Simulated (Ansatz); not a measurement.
# LiCl (Fm-3m) in Ansatz: notebook, part 2 of 2

Ansatz 0.2.0. The steps go on from the part before.

## 3. Relaxation of cell and atoms, revPBE+D3(BJ)

input.yaml reads:

```yaml
crystal:
  lattice:
    - [0.0, 2.56477, 2.56477]
    - [2.56477, 0.0, 2.56477]
    - [2.56477, 2.56477, 0.0]
  atoms:
    - { symbol: Cl, position: [0.5, 0.5, 0.5] }
    - { symbol: Li, position: [0.0, 0.0, 0.0] }
hamiltonian:
  xc: revpbe
  pseudopotentials: { kind: paw }
  dispersion: d3bj
kpoints:
  mp_grid: { grid: [9, 9, 9] }
scf:
  occupations: { method: fermi_dirac, width: 0.05 }
output:
  forces: true
  stress: true
relax:
  f_tol: 0.01
  max_steps: 40
  cell: { stress_tol: 0.05 }
```

Potentials or basis: Ansatz PAW.

On the command line:

```bash
> ansatz run input.yaml --threads 2 --pin off --max-ram 5632MiB --backend cpu --events-out ev --progress --plain --runs-dir out
```

Standard output:

```text
Warning: RAYON_NUM_THREADS=2 ignored (pool sized by the plan → 2); use --threads N
Engine: ansatz 0.2.0, aarch64-unknown-linux-gnu
Pseudopotentials: kind: paw
Pseudopotential: Cl, paw, valence charge 7, recommended cutoff 420 eV (normal), Cl.paw.azcp
Pseudopotential: Li, paw, valence charge 3, recommended cutoff 420 eV (normal), Li.paw.azcp
Functional definition: revPBE
  parameter kappa = 1.245
  parameter beta = 0.06672455060314922
  exchange = pbe_x(kappa = kappa, mu = beta*pi^2/3)
  correlation = pbe_c(beta = beta)
Crystal: 2 atoms, lattice volume = 33.742 Å³
Basis set: ecut = 420 eV, 645 PW (Γ), exchange–correlation on 50×50×50 points (8 copies of the dense FFT grid, shifted against one another)
Bands: 9, of which v1, the nominal top of the filled ones, is band 5 counted from 1 (4 counted from 0)
Symmetry: 48 space group operations
Space group: Fm-3m (ITA 225), of the structure as read, at distance tolerance 3.2e-5 Å
k-points: 35 of 729
Non-local potential: Cl, projectors of the file, l = 0: 2, l = 1: 2, l = 2: 2
Non-local potential: Li, projectors of the file, l = 0: 3, l = 1: 2, l = 2: 1
PAW form: soft (Blöchl's): semilocal exchange-correlation on the pseudo side does not see the compensation charge
PAW frozen core: Cl, regenerated for the run's functional, and the local potential with it (the file was generated under x = pbe(κ = 0.804, μ = 0.2195149727645171), c = pbe(β = 0.06672455060314922))
PAW one-centre angular grid: Cl, 110 points (default); XC on 64 Gauss nodes
PAW one-centre angular grid: Li, 110 points (default); XC on 64 Gauss nodes
Initial density: superposition of atomic densities (neutral atoms: chi_scale 0, normalization atom), corrected by the library's trained network
Initial wavefunctions: pseudopotential atomic-orbital guess
Functional: x = revpbe(κ = 1.245, μ = 0.2195149727645171), c = pbe(β = 0.06672455060314922)
SCF iter   1: F=—  HF=-1291.931333 eV  |F-HF|=—  |Δ(HF+E_count)|=         —  Δρ=2.43e-3  dr2=2.21e-3  ethr=1.77e-3  ⟨swp⟩=6.7  Hψ=2264  notcnv=0
preconditioner: auto → none  [insulator: Δε(μ)=6.541 eV  Ē_g=14.278 eV  σ=0.050 eV  W_gap=1.00  n_scr=8 (ndim 8)  ℏωp=18.1 eV  f_vac=0.000  D(μ)=0.00/eV (n_scr^D=0)  ε∞_Penn≈2.6]
SCF iter   2: F=—  HF=-1291.930741 eV  |F-HF|=—  |Δ(HF+E_count)|=   5.92e-4  Δρ=1.08e-3  dr2=1.90e-4  ethr=2.21e-5  ⟨swp⟩=2.1  Hψ=727  notcnv=0
[... 42 lines left out ...]
preconditioner: auto → none  [insulator: Δε(μ)=6.960 eV  Ē_g=14.620 eV  σ=0.050 eV  W_gap=1.00  n_scr=8 (ndim 8)  ℏωp=18.7 eV  f_vac=0.000  D(μ)=0.00/eV (n_scr^D=0)  ε∞_Penn≈2.6]
SCF iter   2: F=—  HF=-1291.949385 eV  |F-HF|=—  |Δ(HF+E_count)|=   2.41e-5  Δρ=1.30e-5  dr2=1.51e-8  ethr=7.76e-10  ⟨swp⟩=3.1  Hψ=596  notcnv=0
SCF iter   3: F=—  HF=-1291.949385 eV  |F-HF|=—  |Δ(HF+E_count)|=   2.82e-8  Δρ=6.63e-6  dr2=1.86e-9  ethr=1.51e-10  ⟨swp⟩=2.1  Hψ=423  notcnv=0
SCF iter   4: F=—  HF=-1291.949385 eV  |F-HF|=—  |Δ(HF+E_count)|=   1.21e-8  Δρ=1.63e-6  dr2=1.40e-10  ethr=1.86e-11  ⟨swp⟩=2.0  Hψ=490  notcnv=0
SCF iter   5: F=-1291.949385 eV  HF=-1291.949385 eV  |F-HF|=1.98e-11  |Δ(HF+E_count)|=  6.39e-10  Δρ=3.79e-7  dr2=1.52e-11  ethr=1.00e-12  ⟨swp⟩=5.0  Hψ=1091  notcnv=0
SCF 5 converged in 5 iterations: F = -1291.949385 eV  dr2 = 1.52e-11
relax step   5: F+E_penalty+E_count = -1291.94938463 eV  Δ(F+E_penalty+E_count) = +5.353e-5 eV  max|allowed force component| = 8.546e-31 eV/Å  Δτ_max = 0.0000 Å  P = -0.004 GPa  Ω = 31.377 Å³  stress off target by 4.41e-3 GPa  SCF on the basis re-selected at this cell (its energy is not comparable with the rows above)  (5 SCF iters)
basis re-selected at this cell: Δ(F+E_penalty+E_count) = +5.353e-5 eV, ΔP = -0.000 GPa vs the last step (what re-selecting the basis moved, of the pressure what is left beyond the Pulay correction that the steps carried, after the strain that the cell walked since its last selection, with what the two solves' SCF thresholds leave and, on support functions, any second-order correction that the steps lacked; it is no measure of the basis error at this ecutwfc). The dense FFT grid was sized anew with the basis: this SCF ran on 24×24×24 points, the steps before it on 25×25×25, so part of this shift can come from that change (see relax.cell in the input reference). This SCF's stress stands 4.41e-3 GPa from its target on what of the cell is left free (relax.cell.stress_tol is 5.00e-2 GPa) and its largest allowed force component is 8.55e-31 eV/Å (relax.f_tol is 1.00e-2 eV/Å): within both
SCF converged after 5 iterations
Free energy (F): -1291.949385 eV
Harris-Foulkes:  -1291.949385 eV  (|F-HF|=1.98e-11)
Internal energy: -1291.949385 eV  (E = F + TS)
E sigma→0 (E₀):  -1291.949385 eV
Fermi energy:    5.981259 eV
--- Per-component energies (eV) ---
  E_band       = -97.104690
  E_kinetic    = 185.014692
  E_local      = -309.840690  (includes V_loc(G=0)·N_el)
  E_nonlocal   = -5.110401
  E_hartree    = 89.964249
  E_xc         = -119.480870
  E_vxc        = -137.654794  (∫ρ·V_xc dr)
  E_paw        = -683.284111  (= ΣΔE_a)
  E_vpaw       = -9.442085  (= ΣTr[D̂ρ^β])
  E_aug_tail   = 0.000107  (compensation charges beyond the density's cutoff)
  E_ewald      = -448.216565
  E_disp       = -0.964646  (pairwise vdW)
  E_core_change = -0.031150  (= ΣΔE_core)
  E_smearing   = -0.000000  (= −TS)
  E_closure    = 0.000000  (closes the sum)
  Σ components = -1291.949385   (vs F -1291.949385, Δ=0.00e0)
--- Forces (eV/Å), atoms counted from 1 ---
  atom   1  Cl     0.00000000    -0.00000000    -0.00000000
  atom   2  Li    -0.00000000     0.00000000    -0.00000000
  max |Σ_I F_I| component: 1.45e-30 eV/Å
--- Stress (GPa, compression-positive) ---
       -0.004410      -0.000000      -0.000000
        0.000000      -0.004410       0.000000
       -0.000000       0.000000      -0.004410
  P = ⅓ Tr σ = -0.0044 GPa (-0.044 kbar)
--- Relaxed structure (4 steps of the walk, 4 accepted, 1 SCFs on fresh bases) ---
  F+E_penalty+E_count = -1291.94938463 eV   max|allowed force component| = 8.546e-31 eV/Å   (the final SCF, on the basis selected at the relaxed cell)
  cell:  # Å, volume = 31.3772 Å³
    - [1.2228997825504643e-33, 2.503386256506648, 2.503386256506648]
    - [2.503386256506648, 1.528611609868677e-33, 2.503386256506648]
    - [2.503386256506648, 2.503386256506648, -5.095267086340362e-34]
  atoms:
    - { symbol: Cl, position: [0.5, 0.5, 0.5] }
    - { symbol: Li, position: [1.2515286909340623e-35, -1.720851950033956e-35, -4.2239093319016177e-35] }
```

Wall time 2.1 s (2 threads of Arm Neoverse V1, shared host); peak memory 0.28 GiB.

Results:

* Free energy: -1291.9494 eV
* Relaxed volume: 15.69 Å³/atom
* Relaxed cell: a = 3.540 Å, b = 3.540 Å, c = 3.540 Å, α = 60.00°, β = 60.00°, γ = 60.00°
* Space group after relaxing (to 0.05 Å): Fm-3m (No. 225)
* Energy gained by relaxing: 9.4 meV/atom
* Ionic steps: 5
* Pressure after relaxing: 0.0 GPa
* Band gap on the k mesh: 6.96 eV

The path:
```
step  energy change (eV)  largest force (eV/Å)  volume (Å³)
   1              0.0000                0.0000        33.74
   2             -0.0168                0.0000        32.12
   3             -0.0188                0.0000        31.28
   4             -0.0188                0.0000        31.38
   5             -0.0188                0.0000        31.38
```

Final structure:
```xyz
2
Lattice="0.0000 2.5034 2.5034 2.5034 0.0000 2.5034 2.5034 2.5034 0.0000" Properties=species:S:1:pos:R:3 pbc="T T T"
Cl    2.5034    2.5034    2.5034
Li    0.0000    0.0000    0.0000
```

Caveat: odd divisions of the mesh miss points on the zone boundary, where band edges often lie, so the gap on the mesh can be too wide; the plane-wave basis is chosen anew once the cell has moved, so the energies of steps on either side of that aren't comparable; the PAW data sets come from PBE, with cores solved anew for the run's functional, which leaves a small shift of forces and pressure.

## 4. Relaxation of cell and atoms, revPBE+D4

input.yaml: that of step 3 with these lines changed.

```diff
@@ -11,3 +11,3 @@
   pseudopotentials: { kind: paw }
-  dispersion: d3bj
+  dispersion: d4
 kpoints:
```

On the command line:

```bash
> ansatz run input.yaml --threads 2 --pin off --max-ram 5632MiB --backend cpu --events-out ev --progress --plain --runs-dir out
```

Wall time 2.1 s (2 threads of Arm Neoverse V1, shared host); peak memory 0.28 GiB.

The run converged. Its results:

| Item | Value |
| --- | --- |
| Free energy | -1291.4985 eV |
| Relaxed volume | 16.56 Å³/atom |
| Relaxed cell | a = 3.605 Å, b = 3.605 Å, c = 3.605 Å, α = 60.00°, β = 60.00°, γ = 60.00° |
| Space group after relaxing (to 0.05 Å) | Fm-3m (No. 225) |
| Energy gained by relaxing | 0.6 meV/atom |
| Ionic steps | 4 |
| Pressure after relaxing | 0.0 GPa |
| Band gap on the k mesh | 6.63 eV |

The path:
```tsv
step	energy change (eV)	largest force (eV/Å)	volume (Å³)
1	0.0000	0.0000	33.74
2	-0.0010	0.0000	33.33
3	-0.0012	0.0000	33.13
4	-0.0011	0.0000	33.13
```

Final structure:
```
Cl Li
1.0
     0.00000    2.54903    2.54903
     2.54903    0.00000    2.54903
     2.54903    2.54903    0.00000
Cl Li
1 1
Direct
  0.50000 0.50000 0.50000
  0.00000 0.00000 0.00000
```

Caveat: odd divisions of the mesh miss points on the zone boundary, where band edges often lie, so the gap on the mesh can be too wide; the plane-wave basis is chosen anew once the cell has moved, so the energies of steps on either side of that aren't comparable; the PAW data sets come from PBE, with cores solved anew for the run's functional, which leaves a small shift of forces and pressure.

## 5. Overview

```csv
level,gap on the mesh (eV),pressure (GPa),relaxed volume (Å³/atom)
RPBE+D4,6.68,0.0,16.58
revPBE+D3(BJ),6.96,0.0,15.69
revPBE+D4,6.63,0.0,16.56
```

Alike in all rows: task relaxation of cell and atoms; potentials or basis Ansatz PAW; no spin polarisation; cell relaxed; k mesh 9 × 9 × 9; cutoff (eV) 420; smearing fermi-dirac 0.05 eV.

Caveats: odd divisions of the mesh miss points on the zone boundary, where band edges often lie, so the gap on the mesh can be too wide; the plane-wave basis is chosen anew once the cell has moved, so the energies of steps on either side of that aren't comparable; the PAW data sets come from PBE, with cores solved anew for the run's functional, which leaves a small shift of forces and pressure.

Absolute energies hang on the potentials; compare differences alone.
